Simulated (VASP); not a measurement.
Set up this calculation in VASP 6.6.1, as the native input.

```
Task                   : single point
Functional             : PBEsol
Potentials or basis    : VASP PAW PBE potentials, release 64 (Cd, Se)
Cutoff                 : 520 eV
k mesh                 : 10 × 10 × 10
Occupations            : gaussian, width 0.02 eV
Spin                   : no spin polarisation
Dipole correction      : no
Further INCAR settings : ALGO = Normal; EDIFF = 1e-06; NBANDS = 16
```

The structure of CdSe lies in POSCAR:

```
CdSe
1.0
    0.0000000000      3.0413096065      3.0413096065
    3.0413096065      0.0000000000      3.0413096065
    3.0413096065      3.0413096065      0.0000000000
Cd Se
1 1
Direct
    0.0000000000      0.0000000000      0.0000000000
    0.7500000000      0.7500000000      0.7500000000
```

Measurements of this composition are mostly on another form, of space group No. 186.

These files were run (other wordings do the same):

INCAR

```
PREC = Accurate
ENCUT = 520
EDIFF = 1E-6
ISMEAR = 0
SIGMA = 0.02
LREAL = False
LASPH = True
NELM = 80
ALGO = Normal
ISIF = 2
LWAVE = False
LCHARG = False
GGA = PS
NBANDS = 16
```

KPOINTS

```
regular mesh
0
Gamma
  10 10 10
```

Potentials or basis: VASP PAW PBE potentials, release 64 (Cd, Se).

The run is started by

```sh
$ cat potpaw_PBE.64/Cd/POTCAR potpaw_PBE.64/Se/POTCAR > POTCAR
$ mpirun -np 1 vasp_std > vasp.out
```

Results of the run:

| Item | Value |
| --- | --- |
| Pressure | 0.3 GPa |
| Band gap on the k mesh | 0.48 eV, direct |

Caveat: the PAW data sets were made with another functional, which shifts forces and pressure a little.

Run time: 25 s on 1 thread of Intel(R) Xeon(R) Platinum 8488C (Sapphire Rapids), on a shared host, peak memory 0.19 GiB.
